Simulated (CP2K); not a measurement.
The system is Bi.

```
Bi
1.0
     4.72898    0.00000    0.00000
     2.55449    3.97968    0.00000
     2.55449    1.39577    3.72688
Bi
2
Cartesian
  7.5359 4.1176 2.8548
  2.3021 1.2579 0.8721
```

Base run:

```yaml
Program: CP2K 2026.2
Functional: PBE
Potentials_or_basis: POTENTIAL_UZH Bi GTH-PBE-q5; TZVP-MOLOPT-PBE-GTH basis
Density_cutoff: 6123 eV
k_mesh: 7 × 7 × 7
Occupations: fermi-dirac, width 0.0259 eV
Spin: no spin polarisation
```

Its results: pressure 2.7 GPa; largest force 0.267 eV/Å.

Task: After a change of settings the same cell gave: pressure 1.8 GPa; largest force 0.352 eV/Å. Which change was it?
A. occupations from fermi-dirac, width 0.0259 eV to fermi-dirac, width 0.05 eV; ngrids from 4 to 5
B. occupations from fermi-dirac, width 0.0259 eV to fermi-dirac, width 0.1 eV
C. functional from PBE to PBEsol; eps_default from 1.0E-10 to 1.0E-9

Result: C.

Caveats: the basis of atomic orbitals isn't converged, which shifts pressures, moduli and gaps; the potentials were made for another functional, which shifts forces and pressure (some runs).

Not every run made on this cell is shown here.
